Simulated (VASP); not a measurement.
# AlN (P6_3mc) in VASP: single point with PBE0

Aim: the single point of AlN with PBE0.

Everything below comes from runs of VASP 6.6.1. Logs are shortened: lines on timing, memory, paths and dates and some standing lists are left out, and cuts for length are marked.

**Experimental background.**

“Structural and optical properties of self-assembled AlN nanowires grown on SiO2/Si substrates by molecular beam epitaxy”, 2024, arxiv:2402.00216 quotes, for a bulk crystal of AlN at 0 K: band gap 6.0343 eV (an exciton energy, a little under the gap).

The results are compared with them further down.

### 1 The structure

The structure is hexagonal, space group P6_3mc (No. 186). Conventional cell: a = 3.113 Å, b = 3.113 Å, c = 4.982 Å, α = 90.00°, β = 90.00°, γ = 120.00°. Al (site symmetry 3m) is surrounded by 4 N at 1.89 to 1.90 Å. N (site symmetry 3m) has 4 Al at 1.89 to 1.90 Å as nearest neighbours.

The cell is a database's computed one.

### 2 Single point, PBE0

POSCAR reads:

```
AlN
1.0
    3.1129900000      0.0000000000      0.0000000000
   -1.5565000000      2.6959300000      0.0000000000
    0.0000000000      0.0000000000      4.9820300000
Al N
2 2
Direct
    0.6666700000      0.3333300000      0.4990000000
    0.3333300000      0.6666700000      0.9990000000
    0.6666700000      0.3333300000      0.8810000000
    0.3333300000      0.6666700000      0.3810000000
```

INCAR.step1 reads:

```
  PREC = Accurate
  ENCUT = 520
  EDIFF = 1E-5
  ISMEAR = 0
  SIGMA = 0.02
  LREAL = F
  LASPH = T
  NELM = 60
  ALGO = Normal
  ISIF = 2
  LWAVE = T
  LCHARG = F
  GGA = PE
```

INCAR.step2 reads:

```
  PREC = Accurate
  ENCUT = 520
  EDIFF = 1E-6
  ISMEAR = 0
  SIGMA = 0.02
  LREAL = F
  LASPH = T
  NELM = 60
  ALGO = Normal
  ISIF = 2
  LWAVE = F
  LCHARG = F
  GGA = PE
  LHFCALC = T
  AEXX = 0.25
  PRECFOCK = Fast
  HFRCUT = -1
  ISTART = 1
```

KPOINTS reads:

```
regular mesh
0
Gamma
  6 6 4
```

Potentials or basis: VASP PAW PBE potentials, release 64 (Al, N).

Started as:

```sh
> cat potpaw_PBE.64/Al/POTCAR potpaw_PBE.64/N/POTCAR > POTCAR
> cp INCAR.step1 INCAR
> mpirun -np 1 vasp_std > vasp.out
> cp INCAR.step2 INCAR
> mpirun -np 1 vasp_std > vasp.out
```

OUTCAR:

```text
PREC = Accurate
   ENCUT = 520
   EDIFF = 1E-6
   ISMEAR = 0
   LREAL = F
   LASPH = T
   NELM = 60
   ISIF = 2
   GGA = PE
   LHFCALC = T
   AEXX = 0.25
   PRECFOCK = Fast
   ISTART = 1

 ion  position               nearest neighbor table
   1  0.667  0.333  0.499-   4 1.89   4 1.89   4 1.89   3 1.90   2 3.07   2 3.07   2 3.07   2 3.07
                             2 3.07   2 3.07
   2  0.333  0.667  0.999-   3 1.89   3 1.89   3 1.89   4 1.90   1 3.07   1 3.07   1 3.07   1 3.07
                             1 3.07   1 3.07
   3  0.667  0.333  0.881-   2 1.89   2 1.89   2 1.89   1 1.90
   4  0.333  0.667  0.381-   1 1.89   1 1.89   1 1.89   2 1.90

  LATTYP: Found a hexagonal cell.
 ALAT       =     3.1129900000
 C/A-ratio  =     1.6004002583

  Lattice vectors:

 A1 = (   3.1129900000,   0.0000000000,   0.0000000000)
 A2 = (  -1.5565000000,   2.6959300000,   0.0000000000)
 A3 = (   0.0000000000,   0.0000000000,   4.9820300000)

Analysis of symmetry for initial positions (statically):
=====================================================================
 Subroutine PRICEL returns:
 Original cell was already a primitive cell.

 Routine SETGRP: Setting up the symmetry group for a
 hexagonal supercell.

 Subroutine GETGRP returns: Found  4 space group operations
 (whereof  2 operations were pure point group operations)
 out of a pool of 24 trial point group operations.

The static configuration has the point symmetry C_1h.
 The point group associated with its full space group is C_2v.

Analysis of symmetry for dynamics (positions and initial velocities):
=====================================================================
 Subroutine PRICEL returns:
 Original cell was already a primitive cell.

 Routine SETGRP: Setting up the symmetry group for a
 hexagonal supercell.

 Subroutine GETGRP returns: Found  4 space group operations
 (whereof  2 operations were pure point group operations)
 out of a pool of 24 trial point group operations.

The dynamic configuration has the point symmetry C_1h.
 The point group associated with its full space group is C_2v.

 Subroutine INISYM returns: Found  4 space group operations
 (whereof  2 operations are pure point group operations),
 and found     1 'primitive' translations

----------------------------------------------------------------------------------------

[... 115 lines left out ...]
     AMIX     =   0.40;   BMIX     =  1.00
     AMIX_MAG =   1.60;   BMIX_MAG =  1.00
  volume/ion in A,a.u.               =      10.45        70.54
  Fermi-wavevector in a.u.,A,eV,Ry     =   1.188549  2.246033 19.220268  1.412650
  Thomas-Fermi vector in A             =   2.324677
   LORBIT       =      0    0 simple, 1 ext, 2 COOP (PROOUT), +10 PAW based schemes
   GGA     = PE    functional components
   LHFCALC =     T    Hartree Fock is set to
   PRECFOCK=fast      Normal, Fast or Accurate (Low or Medium for compatibility)
   ENCUT4O =  -1.0   cutoff for four orbital integrals eV
   NKREDX  =     1    reduce k-point grid by
   NKREDY  =     1    reduce k-point grid by
   NKREDZ  =     1    reduce k-point grid by
   AEXX    =    0.2500 exact exchange contribution
   HFSCREEN=    0.0000 screening length (either q_TF or 0.3 A-1)
   HFSCREENC=   0.0000 screening length for correlation (either q_TF or 0.3 A-1)
   ENCUTFOCK=  -1.0 apply spherical cutoff to Coloumb kernel
   IVDW    =     0    specifies the selected vdW correction
   LEPSILON=     F    determine dielectric tensor
   LRPA    =     F    only Hartree local field effects (RPA)
 non-spin polarized calculation
 Gauss-broadening in eV      SIGMA  =   0.02
  energy-cutoff  :      520.00
  volume of cell :       41.81
 maximum number of plane-waves:      1152
  NGX = 14; NGY = 14; NGZ = 24

 number of electron      15.9999996 magnetization

 Free energy of the ion-electron system (eV)
  ---------------------------------------------------
  ext. energy  EPLUGINS =         0.00000000
  ---------------------------------------------------
  free energy    TOTEN  =       -36.72639396 eV

  energy without entropy =      -36.72639396  energy(sigma->0) =      -36.72639396

 E-fermi :   5.0367     XC(G=0):  -8.5890

 val. band max:        4.8629199353   @ k =   0.0000   0.0000   0.0000
 cond. band min:      11.1296914251   @ k =   0.0000   0.0000   0.0000
 fundamental gap:      6.2667714899
 Fermi energy:         5.0367186713

 k-point     1 :       0.0000    0.0000    0.0000
  band No.  band energies     occupation
      1     -11.8801      2.00000
      2      -9.5878      2.00000
      3      -1.6869      2.00000
      4       3.8812      2.00000
      5       3.8814      2.00000
      6       4.6120      2.00000
      7       4.6122      2.00000
      8       4.8629      2.00000
      9      11.1297      0.00000
     10      13.7183      0.00000
     11      18.0866      0.00000
     12      18.3758      0.00000
[... 331 lines left out ...]
 k-point    24 :      -0.1667    0.5000    0.2500
  band No.  band energies     occupation
      1      -9.7265      2.00000
      2      -9.0954      2.00000
      3      -0.8229      2.00000
      4      -0.1232      2.00000
      5       1.4702      2.00000
      6       2.3902      2.00000
      7       2.8484      2.00000
      8       3.8321      2.00000
      9      12.7802      0.00000
     10      14.1292      0.00000
     11      15.8891      0.00000
     12      16.9665      0.00000

 [... further k-points ...]

------------------------ aborting loop because EDIFF is reached ----------------------------------------

  FORCE on cell =-STRESS in cart. coord.  units (eV):
  Direction    XX          YY          ZZ          XY          YZ          ZX
  --------------------------------------------------------------------------------------
  -------------------------------------------------------------------------------------
  Total       -0.4891641     -0.4881193     -0.4330055      0.0009062      0.0000000      0.0000000
  in kB      -18.7444398    -18.7044058    -16.5924788      0.0347240      0.0000000      0.0000000
  external PRESSURE =     -18.0137748 kB  Pullay stress =       0.0000000 kB

 VOLUME and BASIS-vectors are now :
 -----------------------------------------------------------------------------
  energy-cutoff  :      520.00
  volume of cell :       41.81
      direct lattice vectors                 reciprocal lattice vectors
     3.112990000  0.000000000  0.000000000     0.321234569  0.185465352  0.000000000
    -1.556500000  2.695930000  0.000000000     0.000000000  0.370929512  0.000000000
     0.000000000  0.000000000  4.982030000     0.000000000  0.000000000  0.200721393

 POSITION                                       TOTAL-FORCE (eV/Angst)
 -----------------------------------------------------------------------------------
      1.55651      0.89863      2.48603        -0.000457      0.000264      0.005976
     -0.00002      1.79730      4.97705         0.000457     -0.000264      0.005976
      1.55651      0.89863      4.38917        -0.000463      0.000267     -0.005976
     -0.00002      1.79730      1.89815         0.000463     -0.000267     -0.005976
 -----------------------------------------------------------------------------------
    total drift:                               -0.000000      0.000000      0.000234

  FREE ENERGIE OF THE ION-ELECTRON SYSTEM (eV)
  ---------------------------------------------------
  free  energy   TOTEN  =       -36.7263939630 eV

  energy  without entropy=      -36.7263939630  energy(sigma->0) =      -36.72639396
```

OUTCAR.step1:

```text
PREC = Accurate
   ENCUT = 520
   EDIFF = 1E-5
   ISMEAR = 0
   LREAL = F
[... 594 lines left out ...]
      1.55651      0.89863      2.48603        -0.000456      0.000263      0.001837
     -0.00002      1.79730      4.97705         0.000456     -0.000263      0.001837
      1.55651      0.89863      4.38917        -0.000461      0.000266     -0.001837
     -0.00002      1.79730      1.89815         0.000461     -0.000266     -0.001837
 -----------------------------------------------------------------------------------
    total drift:                               -0.000000     -0.000000      0.000199

  FREE ENERGIE OF THE ION-ELECTRON SYSTEM (eV)
  ---------------------------------------------------
  free  energy   TOTEN  =       -29.7714121319 eV

  energy  without entropy=      -29.7714121319  energy(sigma->0) =      -29.77141213
```

Wall time 12 min (1 thread of Intel Xeon Platinum 8488C (Sapphire Rapids), shared host); peak memory 0.17 GiB.

What came out:

```yaml
Free_energy: -36.7264 eV
Pressure: -1.8 GPa
Largest_force: 0.006 eV/Å
Band_gap_on_the_k_mesh: 6.27 eV, direct
```

Forces on the atoms (eV/Å):
```
Al   0.000  0.000  0.006
Al   0.000  0.000  0.006
N    0.000  0.000 -0.006
N    0.000  0.000 -0.006
```

Stress tensor (GPa, compression positive):
```
-1.87  0.00  0.00
 0.00 -1.87  0.00
 0.00  0.00 -1.66
```

Caveat: the PAW data sets were made with another functional, which shifts forces and pressure a little.

### 3 Comparison with measurements

Step 2. A measured gap of AlN is 6.0343 eV (an exciton energy, a little under the gap; 0 K; quoted in “Structural and optical properties of self-assembled AlN nanowires grown on SiO2/Si substrates by molecular beam epitaxy”, 2024, arxiv:2402.00216); the calculated 6.27 eV misses it by +0.23 eV. 2 values of this kind are on record (6.034 to 6.0343 eV); this one was drawn at random. The value is that of PBE0, without temperature or zero-point motion. The cell is a database's relaxed one, not the measured one, which moves gaps too.
